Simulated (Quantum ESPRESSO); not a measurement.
The system is SnO2 (Cassiterite).

```
CELL_PARAMETERS angstrom
4.73800 0.00000 0.00000
0.00000 4.73800 0.00000
0.00000 0.00000 3.18650
ATOMIC_POSITIONS crystal
Sn 0.50000 0.50000 0.50000
Sn 0.00000 0.00000 0.00000
O 0.80710 0.19290 0.50000
O 0.69290 0.69290 0.00000
O 0.19290 0.80710 0.50000
O 0.30710 0.30710 0.00000
```

Base run:

```yaml
Program: Quantum ESPRESSO 7.5
Functional: LDA
Potentials_or_basis: GBRV 1.5 LDA
Cutoff: 925 eV
Density_cutoff: 7401 eV
k_mesh: 6 × 6 × 8
Occupations: fermi-dirac, width 0.05 eV
Spin: no spin polarisation
```

Its results: band gap on the k mesh 1.15 eV, direct; pressure -0.1 GPa; largest force 0.165 eV/Å.

Question: The run is repeated on the same cell with these changes: functional from LDA to PBEsol; potentials or basis from GBRV 1.5 LDA to GBRV 1.5 PBEsol. What comes out?

Answer: Band gap on the k mesh 1.19 eV, direct; pressure 5.0 GPa; largest force 0.214 eV/Å.

Caveats: spin-orbit coupling is left out, which moves the levels of the heavy elements.
